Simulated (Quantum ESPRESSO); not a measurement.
KF (Carobbiite), 2 atoms in the cell. It takes space group Fm-3m (No. 225, cubic). Conventional cell: a = 5.344 Å, b = 5.344 Å, c = 5.344 Å, α = 90.00°, β = 90.00°, γ = 90.00°. Around K (site symmetry m-3m) lie 6 F at 2.67 Å. F (site symmetry m-3m) is surrounded by 6 K at 2.67 Å. 

* Program: Quantum ESPRESSO 7.5
* Task: phonons
* Functional: LDA
* Potentials or basis: PseudoDojo 0.4.1 SR LDA standard
* Cutoff: 1143 eV
* Density cutoff: 4572 eV
* k mesh: 4 × 4 × 4, shifted
* Occupations: fermi-dirac, width 0.05 eV
* Spin: no spin polarisation
* Form of the LDA correlation: PW92
* Mixing beta: 0.5
* Most SCF iterations: 120
* SCF threshold: 4e-10 Ry

Potentials or basis: PseudoDojo 0.4.1 SR LDA standard.

Launch:

```sh
$ OMP_NUM_THREADS=1 pw.x -in pw.in > pw.out
$ OMP_NUM_THREADS=1 pw.x -in relax.in > relax.out
$ OMP_NUM_THREADS=1 pw.x -in scf2.in > scf2.out
$ OMP_NUM_THREADS=1 ph.x -in ph.in > ph.out
$ OMP_NUM_THREADS=1 dynmat.x -in dynmat.in > dynmat.out
$ OMP_NUM_THREADS=1 dynmat.x -in dynmat_lo.in > dynmat_lo.out
```

Hardware: 1 thread of Arm Neoverse V1, with other jobs on the host.

**Question.** How long does it take, and how much memory?

**Answer.** It took 3.7 min on 1 thread of Arm Neoverse V1, on a shared host, peak memory 0.08 GiB. Counts: scf iterations 65, k pools 1, bands 14, ion steps 7, k points 10, g dense 26717.
